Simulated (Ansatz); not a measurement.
# How much does Sc in Co(0001), 2x2 scatter?

How strong a scatterer is Sc in Co(0001), 2x2, and does relaxation matter?

Calculated with Ansatz 0.2.0; Ansatz plane-wave DFT, PBE, PAW files, collinear spin; ballistic transport by layer matching (Landauer), zero bias; PAW set soft_1.

The cell holds 64 atoms: 63 Co and 1 Sc. Cell: a = 5.011 Å, b = 5.011 Å, c = 32.714 Å, α = 90.0°, β = 90.0°, γ = 120.0°. It derives from Co. Regions: lead, 40 atoms (40 Co); scattering region, 24 atoms (23 Co and 1 Sc). The structure is stacked along c, and the current runs across the ab planes.

| Item | Value |
| --- | --- |
| share of channels that pass, rigid | 0.720 |
| area resistance, rigid | 0.245 fΩ m² |
| resistivity per at.% from the area resistance, times 3/4, rigid | 3.59 µΩ cm |

What this shows: The plane of defects adds 0.24 fΩ m². Scaled to one atomic per cent that is 4.8 µΩ cm as it stands and 3.6 with the factor 3/4 for isotropic scattering on a spherical Fermi surface; with the reflection in place of the resistance taken as linear in the density it would be 2.6. These are rough estimates of the dilute value, not bounds. One Sc in each 2x2 cell reflects 28 % of the lead's channels. The defect scatters spin down more strongly (asymmetry 0.13). The defects form a dense periodic sheet that scatters coherently, unlike a dilute random alloy. T and N are means over the solved energies nearest the Fermi level. One magnetic start was tried, and the two spins conduct in parallel without mixing.

Q: Write an input and a launch command for the first run that leads to these results.

One input that does so (others would too):

input.yaml reads:

```yaml
crystal:
  lattice:
    - [5.0108, 0.0, 0.0]
    - [-2.5054, 4.3394800933, 0.0]
    - [0.0, 0.0, 32.7144]
  atoms:
    - { symbol: Co, position: [0.1666666667, 0.3333333333, 0.03125], spin: 2.0 }
    - { symbol: Co, position: [0.1666666667, 0.8333333333, 0.03125], spin: 2.0 }
    - { symbol: Co, position: [0.6666666667, 0.3333333333, 0.03125], spin: 2.0 }
    - { symbol: Co, position: [0.6666666667, 0.8333333333, 0.03125], spin: 2.0 }
    - { symbol: Co, position: [0.3333333333, 0.1666666667, 0.09375], spin: 2.0 }
    - { symbol: Co, position: [0.3333333333, 0.6666666667, 0.09375], spin: 2.0 }
    - { symbol: Co, position: [0.8333333333, 0.1666666667, 0.09375], spin: 2.0 }
    - { symbol: Co, position: [0.8333333333, 0.6666666667, 0.09375], spin: 2.0 }
    - { symbol: Co, position: [0.1666666667, 0.3333333333, 0.15625], spin: 2.0 }
    - { symbol: Co, position: [0.1666666667, 0.8333333333, 0.15625], spin: 2.0 }
    - { symbol: Co, position: [0.6666666667, 0.3333333333, 0.15625], spin: 2.0 }
    - { symbol: Co, position: [0.6666666667, 0.8333333333, 0.15625], spin: 2.0 }
    - { symbol: Co, position: [0.3333333333, 0.1666666667, 0.21875], spin: 2.0 }
    - { symbol: Co, position: [0.3333333333, 0.6666666667, 0.21875], spin: 2.0 }
    - { symbol: Co, position: [0.8333333333, 0.1666666667, 0.21875], spin: 2.0 }
    - { symbol: Co, position: [0.8333333333, 0.6666666667, 0.21875], spin: 2.0 }
    - { symbol: Co, position: [0.1666666667, 0.3333333333, 0.28125], spin: 2.0 }
    - { symbol: Co, position: [0.1666666667, 0.8333333333, 0.28125], spin: 2.0 }
    - { symbol: Co, position: [0.6666666667, 0.3333333333, 0.28125], spin: 2.0 }
    - { symbol: Co, position: [0.6666666667, 0.8333333333, 0.28125], spin: 2.0 }
    - { symbol: Co, position: [0.3333333333, 0.1666666667, 0.34375], spin: 2.0 }
    - { symbol: Co, position: [0.3333333333, 0.6666666667, 0.34375], spin: 2.0 }
    - { symbol: Co, position: [0.8333333333, 0.1666666667, 0.34375], spin: 2.0 }
    - { symbol: Co, position: [0.8333333333, 0.6666666667, 0.34375], spin: 2.0 }
    - { symbol: Co, position: [0.1666666667, 0.3333333333, 0.40625], spin: 2.0 }
    - { symbol: Co, position: [0.1666666667, 0.8333333333, 0.40625], spin: 2.0 }
    - { symbol: Co, position: [0.6666666667, 0.3333333333, 0.40625], spin: 2.0 }
    - { symbol: Co, position: [0.6666666667, 0.8333333333, 0.40625], spin: 2.0 }
    - { symbol: Co, position: [0.3333333333, 0.1666666667, 0.46875], spin: 2.0 }
    - { symbol: Co, position: [0.3333333333, 0.6666666667, 0.46875], spin: 2.0 }
    - { symbol: Co, position: [0.8333333333, 0.1666666667, 0.46875], spin: 2.0 }
    - { symbol: Co, position: [0.8333333333, 0.6666666667, 0.46875], spin: 2.0 }
    - { symbol: Sc, position: [0.1666666667, 0.3333333333, 0.53125] }
    - { symbol: Co, position: [0.1666666667, 0.8333333333, 0.53125], spin: 2.0 }
    - { symbol: Co, position: [0.6666666667, 0.3333333333, 0.53125], spin: 2.0 }
    - { symbol: Co, position: [0.6666666667, 0.8333333333, 0.53125], spin: 2.0 }
    - { symbol: Co, position: [0.3333333333, 0.1666666667, 0.59375], spin: 2.0 }
    - { symbol: Co, position: [0.3333333333, 0.6666666667, 0.59375], spin: 2.0 }
    - { symbol: Co, position: [0.8333333333, 0.1666666667, 0.59375], spin: 2.0 }
    - { symbol: Co, position: [0.8333333333, 0.6666666667, 0.59375], spin: 2.0 }
    - { symbol: Co, position: [0.1666666667, 0.3333333333, 0.65625], spin: 2.0 }
    - { symbol: Co, position: [0.1666666667, 0.8333333333, 0.65625], spin: 2.0 }
    - { symbol: Co, position: [0.6666666667, 0.3333333333, 0.65625], spin: 2.0 }
    - { symbol: Co, position: [0.6666666667, 0.8333333333, 0.65625], spin: 2.0 }
    - { symbol: Co, position: [0.3333333333, 0.1666666667, 0.71875], spin: 2.0 }
    - { symbol: Co, position: [0.3333333333, 0.6666666667, 0.71875], spin: 2.0 }
    - { symbol: Co, position: [0.8333333333, 0.1666666667, 0.71875], spin: 2.0 }
    - { symbol: Co, position: [0.8333333333, 0.6666666667, 0.71875], spin: 2.0 }
    - { symbol: Co, position: [0.1666666667, 0.3333333333, 0.78125], spin: 2.0 }
    - { symbol: Co, position: [0.1666666667, 0.8333333333, 0.78125], spin: 2.0 }
    - { symbol: Co, position: [0.6666666667, 0.3333333333, 0.78125], spin: 2.0 }
    - { symbol: Co, position: [0.6666666667, 0.8333333333, 0.78125], spin: 2.0 }
    - { symbol: Co, position: [0.3333333333, 0.1666666667, 0.84375], spin: 2.0 }
    - { symbol: Co, position: [0.3333333333, 0.6666666667, 0.84375], spin: 2.0 }
    - { symbol: Co, position: [0.8333333333, 0.1666666667, 0.84375], spin: 2.0 }
    - { symbol: Co, position: [0.8333333333, 0.6666666667, 0.84375], spin: 2.0 }
    - { symbol: Co, position: [0.1666666667, 0.3333333333, 0.90625], spin: 2.0 }
    - { symbol: Co, position: [0.1666666667, 0.8333333333, 0.90625], spin: 2.0 }
    - { symbol: Co, position: [0.6666666667, 0.3333333333, 0.90625], spin: 2.0 }
    - { symbol: Co, position: [0.6666666667, 0.8333333333, 0.90625], spin: 2.0 }
    - { symbol: Co, position: [0.3333333333, 0.1666666667, 0.96875], spin: 2.0 }
    - { symbol: Co, position: [0.3333333333, 0.6666666667, 0.96875], spin: 2.0 }
    - { symbol: Co, position: [0.8333333333, 0.1666666667, 0.96875], spin: 2.0 }
    - { symbol: Co, position: [0.8333333333, 0.6666666667, 0.96875], spin: 2.0 }
magnetization:
  spin_polarized: true
kpoints:
  mp_grid: { grid: [5, 5, 1] }
hamiltonian:
  xc: pbe
  pseudopotentials: { kind: paw, azcp: { folder: soft_1 } }
scf:
  occupations: { method: fermi_dirac, width: 0.1 }
output:
  transmission: { leads: [[0, 8]], kmesh: [12, 12], e_range: [-0.1, 0.1], de: 0.05 }
  write_potential: true
  write_density: true
  volumetric_format: npy
  elf: true
```

Run with:

```console
ansatz run input.yaml --threads 4 --pin off --max-ram 15360MiB --backend cpu --events-out ev --progress --plain --runs-dir out
```

[Logs are printed without paths, hosts, clocks, repeated set-up lines and the standing remarks that a program may print on its own settings, such as how far it seeks lower states.]

[Hosts, paths, dates, database ids (printed as entryN), source tags and the programs' standing remarks are cut or masked in the printed files.]
